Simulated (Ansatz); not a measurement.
**CaF2 (Fluorite): equation of state with PBEsol**

CaF2 (Fluorite):

```
Ca F
1.0
     0.00000    2.73100    2.73100
     2.73100    0.00000    2.73100
     2.73100    2.73100    0.00000
Ca F
1 2
Direct
  0.00000 0.00000 0.00000
  0.75000 0.75000 0.75000
  0.25000 0.25000 0.25000
```

```json
{"Program": "Ansatz 0.2.0", "Task": "equation of state", "Functional": "PBEsol", "Potentials or basis": "all-electron LAPW, scalar-relativistic", "Basis error allowed": "0.001 eV/atom", "k mesh": "8 × 8 × 8", "Occupations": "fermi-dirac, width 0.05 eV", "Spin": "no spin polarisation"}
```

```yaml
Equilibrium_volume: 13.27 Å³/atom
Bulk_modulus: 87 GPa
Pressure_derivative_of_the_bulk_modulus: 4.6
```

Energy against volume, from the lowest point:
| volume (Å³/atom) | energy (meV/atom) |
| --- | --- |
| 12.764 | 5.60 |
| 13.036 | 1.14 |
| 13.308 | 0.00 |
| 13.579 | 1.82 |
| 13.851 | 6.29 |
| 14.122 | 13.11 |
| 14.394 | 22.04 |

All runs of the series together: 22 s on 2 threads of Arm Neoverse V2, on a shared host.
